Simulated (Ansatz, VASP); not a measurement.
# MgO2 in VASP and in Ansatz

Contents of INCAR:

```
ALGO = Normal
EDIFF = 1E-6
EDIFFG = -0.003
ENCUT = 600
IBRION = 2
ISIF = 3
ISMEAR = 0
LASPH = T
LCHARG = F
LREAL = F
LWAVE = F
NELM = 100
NSW = 80
PREC = Accurate
SIGMA = 0.01
```

The input KPOINTS:

```
k-points
0
Gamma
  8 8 8
```

POSCAR

```
MgO2
1.0
   -2.1139952023      2.1139952023      2.5706603178
    2.1139952023     -2.1139952023      2.5706603178
    2.1139952023      2.1139952023     -2.5706603178
Mg O
2 4
Direct
    0.2500000000      0.2500000000      0.0000000000
    0.7500000000      0.7500000000      0.0000000000
    0.6206811953      0.1206811953      0.7413623906
    0.3793188047      0.8793188047      0.2586376094
    0.1206811953      0.3793188047      0.5000000000
    0.8793188047      0.6206811953      0.5000000000
```

Input for Ansatz:

```yaml
crystal:
  lattice:
    - [-2.1139952023, 2.1139952023, 2.5706603178]
    - [2.1139952023, -2.1139952023, 2.5706603178]
    - [2.1139952023, 2.1139952023, -2.5706603178]
  atoms:
    - { symbol: Mg, position: [0.25, 0.25, 0.0] }
    - { symbol: Mg, position: [0.75, 0.75, 0.0] }
    - { symbol: O, position: [0.6206811953, 0.1206811953, 0.7413623906] }
    - { symbol: O, position: [0.3793188047, 0.8793188047, 0.2586376094] }
    - { symbol: O, position: [0.1206811953, 0.3793188047, 0.5] }
    - { symbol: O, position: [0.8793188047, 0.6206811953, 0.5] }
scf:
  occupations: { method: fixed }
output:
  forces: true
  stress: true
  eigenvalues: true
hamiltonian:
  xc: lda
basis:
  ecutwfc: 600
kpoints:
  mp_grid: { grid: [8, 8, 8] }
relax:
  f_tol: 0.003
  max_steps: 60
  cell: { stress_tol: 0.03, p_target: 0 }
```

Alike in both runs: task relaxation of cell and atoms; functional LDA; k mesh 8 × 8 × 8; no spin polarisation.

|  | VASP | Ansatz |
| --- | --- | --- |
| version | VASP 6.6.1 | Ansatz 0.2.0 |
| potentials or method | VASP PAW LDA potentials, release 64 (Mg, O) | scalar-relativistic, plane waves, PAW |
| plane-wave cutoff (eV) | 600 | 600 |
| occupations | gaussian, width 0.01 eV | fixed |
| valence electrons in the cell | 28 | 44 |

VASP gave:

| Property | Result |
| --- | --- |
| gap on the k mesh at the Fermi level, each at its own relaxed structure (eV) | 2.81 |
| relaxed volume (Å³/atom) | 8.18 |
| relaxed cell length with the largest relative difference (Å) | 4.033 |
| energy change over the relaxation (meV/atom) | -21 |

Estimate Ansatz's values.

gap on the k mesh at the Fermi level, each at its own relaxed structure (eV): 2.95; relaxed volume (Å³/atom): 8.27; relaxed cell length with the largest relative difference (Å): 4.049; energy change over the relaxation (meV/atom): -27.

The two sets of potentials don't hold the same shells in valence.

A k mesh can miss the band edges.
